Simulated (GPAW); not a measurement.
# Ag (Im-3m) in GPAW: notebook

One crystal, Ag, is run at these levels: PBEsol, PBEsol+D3, PBEsol+D3(BJ), PBEsol+D3(BJ)+ATM, PBEsol+D4; tasks: relaxation of cell and atoms.

Everything below comes from runs of GPAW 26.7.0. Logs are shortened: lines on timing, memory, paths and dates and some standing lists are left out, and cuts for length are marked. The log counts tension as positive stress, the text compression.

**1. Starting point**

Symmetry: Im-3m, No. 229, cubic system. Conventional cell: a = 3.311 Å, b = 3.311 Å, c = 3.311 Å, α = 90.00°, β = 90.00°, γ = 90.00°. Ag (site symmetry m-3m) has 8 Ag at 2.87 Å as nearest neighbours.

This isn't the form of Ag at room conditions, which is fcc.

**2. Relaxation of cell and atoms, PBEsol**

File run.py:

```python
from ase import Atoms
from ase.filters import FrechetCellFilter
from ase.io import write
from ase.optimize import BFGS
from gpaw import GPAW, PW, setup_paths

setup_paths.insert(0, '.')

atoms = Atoms(['Ag'],
              cell=[[-1.655654, 1.655654, 1.655654],
                    [1.655654, -1.655654, 1.655654],
                    [1.655654, 1.655654, -1.655654]],
              scaled_positions=[[0.0, 0.0, 0.0]],
              pbc=True)

calc = GPAW(mode=PW(600),
            xc='PBEsol',
            kpts={'size': (11, 11, 11), 'gamma': True},
            occupations={'name': 'fermi-dirac', 'width': 0.05},
            nbands=18,
            convergence={'density': 1e-05, 'forces': 0.0001},
            maxiter=150,
            txt='gpaw.txt')
atoms.calc = calc
opt = BFGS(FrechetCellFilter(atoms), trajectory='relax.traj', logfile='-')
done = opt.run(fmax=0.02, steps=60)
calc.write('gs.gpw')
write('result.traj', atoms)
print('Converged:', done)
print('Cell:', atoms.cell.cellpar().round(4))
print('Volume:', round(atoms.get_volume(), 4))
print(atoms.get_scaled_positions().round(5))
```

Potentials or basis: PAW data sets generated in the run's folder for this functional, pw.

Launch:

```console
$ gpaw-setup -f PBEsol Ag
$ OMP_NUM_THREADS=1 python run.py
```

gpaw.txt:

```text
__  _  _
 | _ |_)|_||  |
 |__||  | ||/\| - 26.7.0

Input parameters:
  mode=PW(ecut=600.0),
  convergence={'density': 1e-05, 'forces': 0.0001},
  kpts=MonkhorstPack(size=(11, 11, 11), gamma=True),
  maxiter=150,
  nbands=18,
  occupations=Occupations(name='fermi-dirac', width=0.05),
  xc=XC(name='PBEsol')

Diagonalizing LCAO Hamiltonian
Converting LCAO to pw mode

       Ag

Atoms  # Å, Bohr magnetons
|   | symbol |        x |        y |        z |    initial magnetic moments |
|---|--------|----------|----------|----------|-----------------------------|
| 0 |     Ag | 0.000000 | 0.000000 | 0.000000 | ( 0.0000,  0.0000,  0.0000) |

Unit cell  # Å
| periodic |         x |         y |         z |  lengths |     angles |
|----------|-----------|-----------|-----------|----------|------------|
|      yes | -1.655654 |  1.655654 |  1.655654 | 2.867677 | 109.471221 |
|      yes |  1.655654 | -1.655654 |  1.655654 | 2.867677 | 109.471221 |
|      yes |  1.655654 |  1.655654 | -1.655654 | 2.867677 | 109.471221 |

Number of symmetries: 48
Symmetry operations  # r_c * U_cc + t_c -> r_c
|    | kind |            matrix            |
|----|------|------------------------------|
|  0 |  σ   |  1, 1, 1,  0, 0,-1,  0,-1, 0 |
|  1 |  C4  |  1, 1, 1,  0, 0,-1, -1, 0, 0 |
|  2 |  C2  |  1, 1, 1,  0,-1, 0,  0, 0,-1 |
|  3 |  S6  |  1, 1, 1,  0,-1, 0, -1, 0, 0 |
|  4 |  S6  |  1, 1, 1, -1, 0, 0,  0, 0,-1 |
|  5 |  C4  |  1, 1, 1, -1, 0, 0,  0,-1, 0 |
|  6 |  E   |  1, 0, 0,  0, 1, 0,  0, 0, 1 |
|  7 |  σ   |  1, 0, 0,  0, 1, 0, -1,-1,-1 |
|  8 |  σ   |  1, 0, 0,  0, 0, 1,  0, 1, 0 |
|  9 |  C3  |  1, 0, 0,  0, 0, 1, -1,-1,-1 |
| 10 |  C3  |  1, 0, 0, -1,-1,-1,  0, 1, 0 |
| 11 |  σ   |  1, 0, 0, -1,-1,-1,  0, 0, 1 |
| 12 |  σ   |  0, 1, 0,  1, 0, 0,  0, 0, 1 |
| 13 |  C2  |  0, 1, 0,  1, 0, 0, -1,-1,-1 |
| 14 |  C3  |  0, 1, 0,  0, 0, 1,  1, 0, 0 |
| 15 |  S4  |  0, 1, 0,  0, 0, 1, -1,-1,-1 |
| 16 |  S4  |  0, 1, 0, -1,-1,-1,  1, 0, 0 |
[... 175 lines left out ...]
|          0 |       -47.893 |     2.000 |
|          1 |       -47.893 |     2.000 |
|          2 |       -47.893 |     2.000 |
|          3 |        -0.144 |     2.000 |
|          4 |         2.616 |     2.000 |
|          5 |         2.616 |     2.000 |
[... 10 lines left out ...]
|         16 |        30.745 |     0.000 |
|         17 |        33.619 |     0.000 |

No gap
No difference between direct/indirect transitions

Stress tensor  # eV/Ang^3
|        x |        y |        z |
|----------|----------|----------|
| 0.045278 | 0.000000 | 0.000000 |
| 0.000000 | 0.045278 | 0.000000 |
| 0.000000 | 0.000000 | 0.045278 |

Forces  # eV/Ang
|        x |       y |        z |
|----------|---------|----------|
| -0.00000 | 0.00000 | -0.00000 |  # Ag   0

Interpolating wave functions to new cell

       Ag

Atoms  # Å, Bohr magnetons
|   | symbol |         x |        y |         z |    initial magnetic moments |
|---|--------|-----------|----------|-----------|-----------------------------|
| 0 |     Ag | -0.000000 | 0.000000 | -0.000000 | ( 0.0000,  0.0000,  0.0000) |

Unit cell  # Å
| periodic |         x |         y |         z |  lengths |     angles |
|----------|-----------|-----------|-----------|----------|------------|
|      yes | -1.636326 |  1.636326 |  1.636326 | 2.834200 | 109.471221 |
|      yes |  1.636326 | -1.636326 |  1.636326 | 2.834200 | 109.471221 |
|      yes |  1.636326 |  1.636326 | -1.636326 | 2.834200 | 109.471221 |

Number of symmetries: 48
Symmetry operations  # r_c * U_cc + t_c -> r_c
|    | kind |            matrix            |
|----|------|------------------------------|
|  0 |  σ   |  1, 1, 1,  0, 0,-1,  0,-1, 0 |
|  1 |  C4  |  1, 1, 1,  0, 0,-1, -1, 0, 0 |
|  2 |  C2  |  1, 1, 1,  0,-1, 0,  0, 0,-1 |
|  3 |  S6  |  1, 1, 1,  0,-1, 0, -1, 0, 0 |
|  4 |  S6  |  1, 1, 1, -1, 0, 0,  0, 0,-1 |
|  5 |  C4  |  1, 1, 1, -1, 0, 0,  0,-1, 0 |
|  6 |  E   |  1, 0, 0,  0, 1, 0,  0, 0, 1 |
|  7 |  σ   |  1, 0, 0,  0, 1, 0, -1,-1,-1 |
|  8 |  σ   |  1, 0, 0,  0, 0, 1,  0, 1, 0 |
|  9 |  C3  |  1, 0, 0,  0, 0, 1, -1,-1,-1 |
| 10 |  C3  |  1, 0, 0, -1,-1,-1,  0, 1, 0 |
| 11 |  σ   |  1, 0, 0, -1,-1,-1,  0, 0, 1 |
| 12 |  σ   |  0, 1, 0,  1, 0, 0,  0, 0, 1 |
| 13 |  C2  |  0, 1, 0,  1, 0, 0, -1,-1,-1 |
| 14 |  C3  |  0, 1, 0,  0, 0, 1,  1, 0, 0 |
| 15 |  S4  |  0, 1, 0,  0, 0, 1, -1,-1,-1 |
| 16 |  S4  |  0, 1, 0, -1,-1,-1,  1, 0, 0 |
[... 194 lines left out ...]
No gap
No difference between direct/indirect transitions

Stress tensor  # eV/Ang^3
|         x |         y |         z |
|-----------|-----------|-----------|
|  0.027396 | -0.000000 |  0.000000 |
| -0.000000 |  0.027396 | -0.000000 |
|  0.000000 | -0.000000 |  0.027396 |

Forces  # eV/Ang
|       x |       y |       z |
|---------|---------|---------|
| 0.00000 | 0.00000 | 0.00000 |  # Ag   0

Interpolating wave functions to new cell

       Ag

Atoms  # Å, Bohr magnetons
|   | symbol |         x |        y |        z |    initial magnetic moments |
|---|--------|-----------|----------|----------|-----------------------------|
| 0 |     Ag | -0.000000 | 0.000000 | 0.000000 | ( 0.0000,  0.0000,  0.0000) |

Unit cell  # Å
| periodic |         x |         y |         z |  lengths |     angles |
|----------|-----------|-----------|-----------|----------|------------|
|      yes | -1.609560 |  1.609560 |  1.609560 | 2.787840 | 109.471221 |
|      yes |  1.609560 | -1.609560 |  1.609560 | 2.787840 | 109.471221 |
|      yes |  1.609560 |  1.609560 | -1.609560 | 2.787840 | 109.471221 |

Number of symmetries: 48
Symmetry operations  # r_c * U_cc + t_c -> r_c
|    | kind |            matrix            |
|----|------|------------------------------|
|  0 |  σ   |  1, 1, 1,  0, 0,-1,  0,-1, 0 |
|  1 |  C4  |  1, 1, 1,  0, 0,-1, -1, 0, 0 |
|  2 |  C2  |  1, 1, 1,  0,-1, 0,  0, 0,-1 |
|  3 |  S6  |  1, 1, 1,  0,-1, 0, -1, 0, 0 |
|  4 |  S6  |  1, 1, 1, -1, 0, 0,  0, 0,-1 |
|  5 |  C4  |  1, 1, 1, -1, 0, 0,  0,-1, 0 |
|  6 |  E   |  1, 0, 0,  0, 1, 0,  0, 0, 1 |
|  7 |  σ   |  1, 0, 0,  0, 1, 0, -1,-1,-1 |
|  8 |  σ   |  1, 0, 0,  0, 0, 1,  0, 1, 0 |
|  9 |  C3  |  1, 0, 0,  0, 0, 1, -1,-1,-1 |
| 10 |  C3  |  1, 0, 0, -1,-1,-1,  0, 1, 0 |
| 11 |  σ   |  1, 0, 0, -1,-1,-1,  0, 0, 1 |
| 12 |  σ   |  0, 1, 0,  1, 0, 0,  0, 0, 1 |
| 13 |  C2  |  0, 1, 0,  1, 0, 0, -1,-1,-1 |
| 14 |  C3  |  0, 1, 0,  0, 0, 1,  1, 0, 0 |
| 15 |  S4  |  0, 1, 0,  0, 0, 1, -1,-1,-1 |
| 16 |  S4  |  0, 1, 0, -1,-1,-1,  1, 0, 0 |
[... 194 lines left out ...]
No gap
No difference between direct/indirect transitions

Stress tensor  # eV/Ang^3
|         x |         y |         z |
|-----------|-----------|-----------|
| -0.004895 |  0.000000 |  0.000000 |
|  0.000000 | -0.004895 |  0.000000 |
|  0.000000 |  0.000000 | -0.004895 |

Forces  # eV/Ang
|        x |        y |       z |
|----------|----------|---------|
| -0.00000 | -0.00000 | 0.00000 |  # Ag   0

Interpolating wave functions to new cell

       Ag

Atoms  # Å, Bohr magnetons
|   | symbol |         x |         y |        z |    initial magnetic moments |
|---|--------|-----------|-----------|----------|-----------------------------|
| 0 |     Ag | -0.000000 | -0.000000 | 0.000000 | ( 0.0000,  0.0000,  0.0000) |

Unit cell  # Å
| periodic |         x |         y |         z |  lengths |     angles |
|----------|-----------|-----------|-----------|----------|------------|
|      yes | -1.613423 |  1.613423 |  1.613423 | 2.794530 | 109.471221 |
|      yes |  1.613423 | -1.613423 |  1.613423 | 2.794530 | 109.471221 |
|      yes |  1.613423 |  1.613423 | -1.613423 | 2.794530 | 109.471221 |

Number of symmetries: 48
Symmetry operations  # r_c * U_cc + t_c -> r_c
|    | kind |            matrix            |
|----|------|------------------------------|
|  0 |  σ   |  1, 1, 1,  0, 0,-1,  0,-1, 0 |
|  1 |  C4  |  1, 1, 1,  0, 0,-1, -1, 0, 0 |
|  2 |  C2  |  1, 1, 1,  0,-1, 0,  0, 0,-1 |
|  3 |  S6  |  1, 1, 1,  0,-1, 0, -1, 0, 0 |
|  4 |  S6  |  1, 1, 1, -1, 0, 0,  0, 0,-1 |
|  5 |  C4  |  1, 1, 1, -1, 0, 0,  0,-1, 0 |
|  6 |  E   |  1, 0, 0,  0, 1, 0,  0, 0, 1 |
|  7 |  σ   |  1, 0, 0,  0, 1, 0, -1,-1,-1 |
|  8 |  σ   |  1, 0, 0,  0, 0, 1,  0, 1, 0 |
|  9 |  C3  |  1, 0, 0,  0, 0, 1, -1,-1,-1 |
| 10 |  C3  |  1, 0, 0, -1,-1,-1,  0, 1, 0 |
| 11 |  σ   |  1, 0, 0, -1,-1,-1,  0, 0, 1 |
| 12 |  σ   |  0, 1, 0,  1, 0, 0,  0, 0, 1 |
| 13 |  C2  |  0, 1, 0,  1, 0, 0, -1,-1,-1 |
| 14 |  C3  |  0, 1, 0,  0, 0, 1,  1, 0, 0 |
| 15 |  S4  |  0, 1, 0,  0, 0, 1, -1,-1,-1 |
| 16 |  S4  |  0, 1, 0, -1,-1,-1,  1, 0, 0 |
[... 133 lines left out ...]
convergence criteria:
- Maximum integral of absolute [dens]ity change: 1e-05 electrons / valence electron
- Maximum change in the atomic [forces] across last 2 cycles: 0.0001 eV/Ang OR
Maximum error relative to the maximum force is below inf
- Maximum [total energy] change in last 3 cyles: 0.0005 eV / valence electron
- Maximum integral of absolute [eigenst]ate change: 4e-08 eV^2 / valence electron
maximum number of iterations: 150

SCF iterations
|iter     | |      energy | eigst |  dens |force |
|---------|-|-------------|-------|-------|------|
|iter:   1| |   -3.424513 | -3.07 |       |      |
|iter:   2| |   -3.423866 | -6.16 | -2.35 |      |
|iter:   3| |   -3.421997c| -5.37 | -2.41 |      |
|iter:   4| |   -3.422018c| -5.98 | -3.27 |      |
|iter:   5| |   -3.422034c| -5.77 | -3.55 |      |
|iter:   6| |   -3.422035c| -7.60c| -4.59 |      |
|iter:   7| |   -3.422035c| -7.48c| -4.84 |      |
|iter:   8| |   -3.422035c| -8.54c| -6.10c|      |
|iter:   9| |   -3.422035c| -9.58c| -6.29c|-24.91c|

Converged in 9 steps
Energy contributions relative to reference atoms: (reference = -144528.967577)

Energy contributions:
  Kinetic:          -2.337726
  Coulomb:           1.088632
  Zero:              0.175549
  External:          0.000000
  Xc:               -2.346295
  Entropy:          -0.004388
  Spinorbit:         0.000000
  ----------------------------
  Free energy:      -3.424229
  Extrapolated:     -3.422035

dipole moment: (-5.059854, -5.059854, -5.059854)  # |e|*Ang
[... 24 lines left out ...]
No gap
No difference between direct/indirect transitions

Stress tensor  # eV/Ang^3
|         x |         y |         z |
|-----------|-----------|-----------|
|  0.000362 |  0.000000 | -0.000000 |
|  0.000000 |  0.000362 | -0.000000 |
| -0.000000 | -0.000000 |  0.000362 |

Forces  # eV/Ang
|       x |       y |       z |
|---------|---------|---------|
| 0.00000 | 0.00000 | 0.00000 |  # Ag   0

# Writing to gs.gpw (mode='')
```

Run time: 37 s. Hardware: 1 thread of Arm Neoverse V2, shared host; peak memory 0.17 GiB.

Results:

| Item | Value |
| --- | --- |
| Free energy | -3.4242 eV |
| Relaxed volume | 16.80 Å³/atom |
| Relaxed cell | a = 2.795 Å, b = 2.795 Å, c = 2.795 Å, α = 109.47°, β = 109.47°, γ = 109.47° |
| Space group after relaxing (to 0.05 Å) | Im-3m (No. 229) |
| Energy gained by relaxing | 33.4 meV/atom |
| Ionic steps | 4 |
| Pressure after relaxing | -0.1 GPa |
| Band gap on the k mesh | none (metal or under the smearing width) |

Step by step:
```
step  energy change (eV)  largest force (eV/Å)  pressure (GPa)  volume (Å³)
   1              0.0000                0.0000           -7.25        18.15
   2             -0.0229                0.0000           -4.39        17.53
   3             -0.0330                0.0000            0.78        16.68
   4             -0.0334                0.0000           -0.06        16.80
```

Final structure:
```
CELL_PARAMETERS angstrom
-1.61342 1.61342 1.61342
1.61342 -1.61342 1.61342
1.61342 1.61342 -1.61342
ATOMIC_POSITIONS crystal
Ag 0.00000 0.00000 0.00000
```

Caveat: later steps reuse the first step's grids.

**3. Relaxation of cell and atoms, PBEsol+D3**

run.py, as its differences from that of step 2:

```diff
@@ -1,2 +1,3 @@
 from ase import Atoms
+from ase.calculators.mixing import SumCalculator
 from ase.filters import FrechetCellFilter
@@ -4,2 +5,3 @@
 from ase.optimize import BFGS
+from dftd3.ase import DFTD3
 from gpaw import GPAW, PW, setup_paths
@@ -23,3 +25,3 @@
             txt='gpaw.txt')
-atoms.calc = calc
+atoms.calc = SumCalculator([calc, DFTD3(method='pbesol', damping='d3zero')])
 opt = BFGS(FrechetCellFilter(atoms), trajectory='relax.traj', logfile='-')
```

Potentials or basis: PAW data sets generated in the run's folder for this functional, pw.

Launch:

```console
$ gpaw-setup -f PBEsol Ag
$ OMP_NUM_THREADS=1 python run.py
```

gpaw.txt:

```text
__  _  _
 | _ |_)|_||  |
 |__||  | ||/\| - 26.7.0

Input parameters:
  mode=PW(ecut=600.0),
  convergence={'density': 1e-05, 'forces': 0.0001},
  kpts=MonkhorstPack(size=(11, 11, 11), gamma=True),
  maxiter=150,
  nbands=18,
  occupations=Occupations(name='fermi-dirac', width=0.05),
  xc=XC(name='PBEsol')

Diagonalizing LCAO Hamiltonian
Converting LCAO to pw mode

       Ag

Atoms  # Å, Bohr magnetons
|   | symbol |        x |        y |        z |    initial magnetic moments |
|---|--------|----------|----------|----------|-----------------------------|
| 0 |     Ag | 0.000000 | 0.000000 | 0.000000 | ( 0.0000,  0.0000,  0.0000) |

Unit cell  # Å
| periodic |         x |         y |         z |  lengths |     angles |
[... 474 lines left out ...]
|  0.000000 | -0.000000 |  0.020960 |

Forces  # eV/Ang
|        x |       y |       z |
|----------|---------|---------|
| -0.00000 | 0.00000 | 0.00000 |  # Ag   0

Interpolating wave functions to new cell

       Ag

Atoms  # Å, Bohr magnetons
|   | symbol |         x |        y |        z |    initial magnetic moments |
|---|--------|-----------|----------|----------|-----------------------------|
| 0 |     Ag | -0.000000 | 0.000000 | 0.000000 | ( 0.0000,  0.0000,  0.0000) |

Unit cell  # Å
| periodic |         x |         y |         z |  lengths |     angles |
|----------|-----------|-----------|-----------|----------|------------|
|      yes | -1.589601 |  1.589601 |  1.589601 | 2.753270 | 109.471221 |
|      yes |  1.589601 | -1.589601 |  1.589601 | 2.753270 | 109.471221 |
|      yes |  1.589601 |  1.589601 | -1.589601 | 2.753270 | 109.471221 |
[... 234 lines left out ...]
       Ag

Atoms  # Å, Bohr magnetons
|   | symbol |         x |        y |        z |    initial magnetic moments |
|---|--------|-----------|----------|----------|-----------------------------|
| 0 |     Ag | -0.000000 | 0.000000 | 0.000000 | ( 0.0000,  0.0000,  0.0000) |

Unit cell  # Å
| periodic |         x |         y |         z |  lengths |     angles |
|----------|-----------|-----------|-----------|----------|------------|
|      yes | -1.597998 |  1.597998 |  1.597998 | 2.767814 | 109.471221 |
|      yes |  1.597998 | -1.597998 |  1.597998 | 2.767814 | 109.471221 |
|      yes |  1.597998 |  1.597998 | -1.597998 | 2.767814 | 109.471221 |
[... 226 lines left out ...]
Forces  # eV/Ang
|        x |       y |        z |
|----------|---------|----------|
| -0.00000 | 0.00000 | -0.00000 |  # Ag   0

# Writing to gs.gpw (mode='')
```

stdout:

```text
Step          Energy          fmax
BFGS:    0       -3.766122        1.078474
BFGS:    1       -3.806851        0.670355
BFGS:    2       -3.826652        0.176269
BFGS:    3       -3.827929        0.019908
Converged: True
Cell: [  2.7678   2.7678   2.7678 109.4712 109.4712 109.4712]
Volume: 16.3226
[[0. 0. 0.]]
```

Run time: 34 s. Hardware: 1 thread of Arm Neoverse V2, shared host; peak memory 0.17 GiB.

Results:

* Free energy: -3.8303 eV
* Relaxed volume: 16.32 Å³/atom
* Relaxed cell: a = 2.768 Å, b = 2.768 Å, c = 2.768 Å, α = 109.47°, β = 109.47°, γ = 109.47°
* Space group after relaxing (to 0.05 Å): Im-3m (No. 229)
* Energy gained by relaxing: 61.8 meV/atom
* Ionic steps: 4
* Pressure after relaxing: -0.2 GPa
* Band gap on the k mesh: none (metal or under the smearing width)
* Dispersion energy per atom: -0.411 eV

The path:
| step | energy change (eV) | largest force (eV/Å) | pressure (GPa) | volume (Å³) |
| --- | --- | --- | --- | --- |
| 1 | 0.0000 | 0.0000 | -9.52 | 18.15 |
| 2 | -0.0407 | 0.0000 | -6.20 | 17.33 |
| 3 | -0.0605 | 0.0000 | 1.76 | 16.07 |
| 4 | -0.0618 | 0.0000 | -0.20 | 16.32 |

Final structure:
```xyz
1
Lattice="-1.5980 1.5980 1.5980 1.5980 -1.5980 1.5980 1.5980 1.5980 -1.5980" Properties=species:S:1:pos:R:3 pbc="T T T"
Ag    0.0000    0.0000    0.0000
```

Caveat: later steps reuse the first step's grids; pairwise dispersion overbinds metals, which lowers pressure and volume.

**4. Relaxation of cell and atoms, PBEsol+D3(BJ)**

run.py, as its differences from that of step 3:

```diff
@@ -25,3 +25,3 @@
             txt='gpaw.txt')
-atoms.calc = SumCalculator([calc, DFTD3(method='pbesol', damping='d3zero')])
+atoms.calc = SumCalculator([calc, DFTD3(method='pbesol', damping='d3bj')])
 opt = BFGS(FrechetCellFilter(atoms), trajectory='relax.traj', logfile='-')
```

Launch:

```console
$ gpaw-setup -f PBEsol Ag
$ OMP_NUM_THREADS=1 python run.py
```

Wall time 39 s (1 thread of Arm Neoverse V2, shared host); peak memory 0.19 GiB.

Results (log left out):

* Free energy: -3.9912 eV
* Relaxed volume: 16.05 Å³/atom
* Relaxed cell: a = 2.752 Å, b = 2.752 Å, c = 2.752 Å, α = 109.47°, β = 109.47°, γ = 109.47°
* Space group after relaxing (to 0.05 Å): Im-3m (No. 229)
* Energy gained by relaxing: 89.2 meV/atom
* Ionic steps: 5
* Pressure after relaxing: 0.0 GPa
* Band gap on the k mesh: none (metal or under the smearing width)
* Dispersion energy per atom: -0.580 eV

The path:
| step | energy change (eV) | largest force (eV/Å) | pressure (GPa) | volume (Å³) |
| --- | --- | --- | --- | --- |
| 1 | 0.0000 | 0.0000 | -11.92 | 18.15 |
| 2 | -0.0626 | 0.0000 | -7.41 | 17.13 |
| 3 | -0.0872 | 0.0000 | 2.37 | 15.78 |
| 4 | -0.0891 | 0.0000 | -0.27 | 16.08 |
| 5 | -0.0892 | 0.0000 | -0.01 | 16.05 |

Final structure:
```xyz
1
Lattice="-1.5890 1.5890 1.5890 1.5890 -1.5890 1.5890 1.5890 1.5890 -1.5890" Properties=species:S:1:pos:R:3 pbc="T T T"
Ag    0.0000    0.0000    0.0000
```

Levels at points of the mesh, in eV from the Fermi level:
```csv
k point,band 4,band 5,band 6,band 7,band 8,band 9,band 10,band 11,band 12,band 13
"(0.00, 0.00, 0.00)",-8.29,-5.08,-5.08,-5.08,-3.59,-3.59,18.44,18.44,18.44,24.91
```

Caveat: later steps reuse the first step's grids; pairwise dispersion overbinds metals, which lowers pressure and volume.

(Continued in part 2 of 2.)
